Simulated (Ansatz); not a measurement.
# Ir (P-1) in Ansatz: convergence with xc grid

Aim: find how far xc grid must go before the results for Ir settle, at PBE. This setting moves, with any that are tied to it; all else stays.

Program: Ansatz 0.2.0. These are calculated values, not measurements. Logs are shortened: lines on timing, memory, paths and dates and some standing lists are left out, and cuts for length are marked.

### 1 Starting point

The typed cell holds 1 atom: a = 2.542 Å, b = 2.611 Å, c = 2.995 Å, α = 58.28°, β = 61.38°, γ = 59.90°.

This isn't the form of Ir at room conditions, which is fcc.

### 2 With xc grid 1

Contents of input.yaml:

```yaml
crystal:
  lattice:
    - [0.06446927, 1.83735574, 1.75604886]
    - [1.94181314, 0.07743499, 1.74308315]
    - [2.17282487, 2.05540176, -0.15357675]
  atoms:
    - { symbol: Ir, position: [0.0, 0.0, 0.0] }
hamiltonian:
  xc: pbe
  pseudopotentials: { kind: paw, level: accurate }
kpoints:
  mp_grid: { grid: [9, 9, 8] }
scf:
  occupations: { method: fermi_dirac, width: 0.1 }
output:
  forces: true
  stress: true
  eigenvalues: true
basis:
  xc_grid: 1
```

Potentials or basis: Ansatz PAW earlier set.

On the command line:

```console
ansatz run input.yaml --threads 2 --pin off --max-ram 5632MiB --backend cpu --events-out ev --progress --plain --runs-dir out
```

Run time: 8.4 s. Hardware: 2 threads of Arm Neoverse V1, shared host; peak memory 0.41 GiB.

What came out:

```yaml
Free_energy: -21524.6129 eV
Pressure: 29.0 GPa
Band_gap_on_the_k_mesh: none (metal or under the smearing width)
```

### 3 With xc grid 2

input.yaml: that of step 2 with these lines changed.

```diff
@@ -19,2 +19,2 @@
 basis:
-  xc_grid: 1
+  xc_grid: 2
```

Potentials or basis: Ansatz PAW earlier set.

On the command line:

```console
ansatz run input.yaml --threads 2 --pin off --max-ram 5632MiB --backend cpu --events-out ev --progress --plain --runs-dir out
```

It took 8.2 s on 2 threads of Arm Neoverse V1, shared host; peak memory 0.41 GiB.

What came out:

| Quantity | Value |
| --- | --- |
| Free energy | -21524.6129 eV |
| Pressure | 29.0 GPa |
| Band gap on the k mesh | none (metal or under the smearing width) |

### 4 With xc grid 3

input.yaml: that of step 3 with these lines changed.

```diff
@@ -19,2 +19,2 @@
 basis:
-  xc_grid: 2
+  xc_grid: 3
```

On the command line:

```console
ansatz run input.yaml --threads 2 --pin off --max-ram 5632MiB --backend cpu --events-out ev --progress --plain --runs-dir out
```

Wall time 8.1 s (2 threads of Arm Neoverse V1, shared host); peak memory 0.43 GiB.

The run converged. Its results:

```yaml
Free_energy: -21524.6129 eV
Pressure: 29.0 GPa
Band_gap_on_the_k_mesh: none (metal or under the smearing width)
```

### 5 With xc grid 4

input.yaml: that of step 4 with these lines changed.

```diff
@@ -19,2 +19,2 @@
 basis:
-  xc_grid: 3
+  xc_grid: 4
```

On the command line:

```console
ansatz run input.yaml --threads 2 --pin off --max-ram 5632MiB --backend cpu --events-out ev --progress --plain --runs-dir out
```

It took 8.2 s on 2 threads of Arm Neoverse V1, shared host; peak memory 0.45 GiB.

The run converged. Its results:

```yaml
Free_energy: -21524.6129 eV
Pressure: 29.0 GPa
Band_gap_on_the_k_mesh: none (metal or under the smearing width)
```

### 6 With xc grid 5

input.yaml: that of step 5 with these lines changed.

```diff
@@ -19,2 +19,2 @@
 basis:
-  xc_grid: 4
+  xc_grid: 5
```

Potentials or basis: Ansatz PAW earlier set.

On the command line:

```console
ansatz run input.yaml --threads 2 --pin off --max-ram 5632MiB --backend cpu --events-out ev --progress --plain --runs-dir out
```

What it wrote:

```text
Warning: RAYON_NUM_THREADS=2 ignored (pool sized by the plan → 2); use --threads N
Engine: ansatz 0.2.0, aarch64-unknown-linux-gnu
Pseudopotentials: kind: paw, level: accurate
Pseudopotential: Ir, paw, valence charge 31, recommended cutoff 740 eV (high), Ir.paw.azcp
Functional definition: PBE
  parameter kappa = 0.804
  parameter beta = 0.06672455060314922
  exchange = pbe_x(kappa = kappa, mu = beta*pi^2/3)
  correlation = pbe_c(beta = beta)
Crystal: 1 atoms, lattice volume = 13.988 Å³
Basis set: ecut = 740 eV, 635 PW (Γ), exchange–correlation on 120×120×135 points (125 copies of the dense FFT grid, shifted against one another)
Bands: 20, of which v1, the nominal top of the filled ones, is band 16 counted from 1 (15 counted from 0)
Symmetry: 2 space group operations
Space group: P-1 (ITA 2), of the structure as read, at distance tolerance 2.4e-5 Å
k-points: 325 of 648
Non-local potential: Ir, projectors of the file, l = 0: 3, l = 1: 2, l = 2: 2, l = 3: 3
PAW form: soft (Blöchl's): semilocal exchange-correlation on the pseudo side does not see the compensation charge
PAW one-centre angular grid: Ir, 590 points (default); XC on 96 Gauss nodes
Initial density: superposition of atomic densities (chi_scale 0.1, normalization cell)
Initial wavefunctions: pseudopotential atomic-orbital guess
Functional: x = pbe(κ = 0.804, μ = 0.2195149727645171), c = pbe(β = 0.06672455060314922)
SCF iter   1: F=—  HF=-21524.669070 eV  |F-HF|=—  |Δ(HF+E_count)|=         —  Δρ=4.96e-2  dr2=1.97e-1  ethr=3.10e-3  ⟨swp⟩=5.2  Hψ=37505  notcnv=0
preconditioner: auto → none  [metal: Δε(μ)=0.004 eV  Ē_g=14.372 eV  σ=0.100 eV  W_gap=0.01  n_scr=8 (ndim 8)  ℏωp=29.8 eV  f_vac=0.000  D(μ)=1.20/eV (n_scr^D=14)  sad-step TF]
SCF iter   2: F=—  HF=-21524.627160 eV  |F-HF|=—  |Δ(HF+E_count)|=   4.19e-2  Δρ=2.69e-2  dr2=5.36e-2  ethr=6.36e-4  ⟨swp⟩=3.0  Hψ=14629  notcnv=0
SCF iter   3: F=—  HF=-21524.615727 eV  |F-HF|=—  |Δ(HF+E_count)|=   1.14e-2  Δρ=5.24e-3  dr2=1.73e-3  ethr=1.73e-4  ⟨swp⟩=2.9  Hψ=13487  notcnv=0  defer=1
SCF iter   4: F=—  HF=-21524.612728 eV  |F-HF|=—  |Δ(HF+E_count)|=   3.00e-3  Δρ=1.45e-3  dr2=7.75e-5  ethr=5.60e-6  ⟨swp⟩=2.6  Hψ=12984  notcnv=0
SCF iter   5: F=—  HF=-21524.613095 eV  |F-HF|=—  |Δ(HF+E_count)|=   3.67e-4  Δρ=8.60e-4  dr2=4.36e-5  ethr=2.50e-7  ⟨swp⟩=3.0  Hψ=15490  notcnv=0
SCF iter   6: F=—  HF=-21524.612965 eV  |F-HF|=—  |Δ(HF+E_count)|=   1.31e-4  Δρ=2.65e-4  dr2=3.62e-6  ethr=1.41e-7  ⟨swp⟩=2.1  Hψ=11589  notcnv=0
SCF iter   7: F=—  HF=-21524.612944 eV  |F-HF|=—  |Δ(HF+E_count)|=   2.04e-5  Δρ=5.91e-5  dr2=1.23e-7  ethr=1.17e-8  ⟨swp⟩=3.1  Hψ=14969  notcnv=0
SCF iter   8: F=-21524.612943 eV  HF=-21524.612943 eV  |F-HF|=2.76e-8  |Δ(HF+E_count)|=   1.36e-6  Δρ=9.20e-6  dr2=5.88e-9  ethr=3.23e-10  ⟨swp⟩=9.5  Hψ=50736  notcnv=0
SCF 1 converged in 8 iterations: F = -21524.612943 eV  dr2 = 5.88e-9
  Residual-converged pass: ⟨swp⟩=1.0  Hψ=7851  notcnv=0  max |occ|·‖R‖ = 4.7e-6 eV (tolerance 6.7e-6 eV)  dr2=5.88e-9  dr2_onsite=3.61e-8  max |Δocc| = 1.0e-10
SCF converged after 8 iterations
Free energy (F): -21524.612943 eV
Harris-Foulkes:  -21524.612943 eV  (|F-HF|=2.76e-8)
Internal energy: -21524.572105 eV  (E = F + TS)
E sigma→0 (E₀):  -21524.592524 eV
Entropy (-TS):   -0.040838 eV (-40.838 meV/atom)
Fermi energy:    30.848466 eV
--- Per-component energies (eV) ---
  E_band       = -361.790921
  E_kinetic    = 871.813628
  E_local      = -11311.220546  (includes V_loc(G=0)·N_el)
  E_nonlocal   = 1650.329427
  E_hartree    = 3740.027785
  E_xc         = -333.005785
  E_vxc        = -384.413917  (∫ρ·V_xc dr)
  E_paw        = -7880.602107  (= ΣΔE_a)
  E_vpaw       = 1331.646711  (= ΣTr[D̂ρ^β])
  E_aug_tail   = 0.000007  (compensation charges beyond the density's cutoff)
  E_ewald      = -8261.914515
  E_smearing   = -0.040838  (= −TS)
  E_closure    = -0.000000  (closes the sum)
  Σ components = -21524.612943   (vs F -21524.612943, Δ=0.00e0)
--- Forces (eV/Å), atoms counted from 1 ---
  atom   1  Ir     0.00000000     0.00000000     0.00000000
  max |Σ_I F_I| component: 0.00e0 eV/Å
--- Stress (GPa, compression-positive) ---
       17.990151     -24.773260      20.180070
      -24.773258      37.210327      23.146921
       20.180072      23.146922      31.853591
  P = ⅓ Tr σ = 29.0180 GPa (290.180 kbar)
--- Band table (eV; the first three rows and the last of 325) ---
  k-point 0: bands = ["-61.9549", "-26.2407", "-26.2196", "-26.1465", "-26.1378", "-26.1158", "-26.0989", "-26.0853", "-18.4001", "-18.3198", "-18.2654", "19.7346", "25.4209", "27.1346", "27.6835", "29.6538", "30.9162", "44.1681", "47.2374", "51.9441"]
  k-point 1: bands = ["-61.9498", "-26.2406", "-26.2196", "-26.1462", "-26.1384", "-26.1158", "-26.0991", "-26.0854", "-18.4803", "-18.3326", "-18.2670", "20.2370", "25.4612", "27.0705", "27.7024", "29.8895", "30.8528", "44.2222", "46.6241", "52.2473"]
  k-point 2: bands = ["-61.9377", "-26.2405", "-26.2196", "-26.1454", "-26.1399", "-26.1156", "-26.0994", "-26.0855", "-18.6764", "-18.3584", "-18.2703", "21.3591", "25.8826", "26.9318", "27.6734", "30.6085", "30.8623", "42.0968", "46.3832", "54.0592"]
  k-point 324: bands = ["-61.8429", "-26.2376", "-26.2287", "-26.1426", "-26.1408", "-26.1184", "-26.0965", "-26.0881", "-19.3874", "-18.6444", "-18.4034", "23.2631", "25.4834", "28.2287", "29.2246", "31.2855", "34.7664", "39.5085", "44.5509", "47.1321"]
```

Wall time 9.4 s (2 threads of Arm Neoverse V1, shared host); peak memory 0.49 GiB.

Results:

* Free energy: -21524.6129 eV
* Pressure: 29.0 GPa
* Band gap on the k mesh: none (metal or under the smearing width)

### 7 Result

| xc grid | energy less the tightest run, at zero smearing (meV/atom) | SCF cycles | CPU time (s) | peak memory (GiB) |
| --- | --- | --- | --- | --- |
| 1 | 0.00 | 8 | 16 | 0.41 |
| 2 | 0.00 | 8 | 16 | 0.41 |
| 3 | 0.00 | 8 | 16 | 0.43 |
| 4 | 0.00 | 8 | 16 | 0.45 |
| 5 | 0.00 | 8 | 19 | 0.49 |

Against the tightest run, the energy stays within 1 meV/atom from 1 on. The tightest run that finished is the yardstick and may itself not be fully converged.

Caveats: a pressure of tens of GPa on the cell as given is suspect, and the run, the potentials or the cell itself is likely at fault.
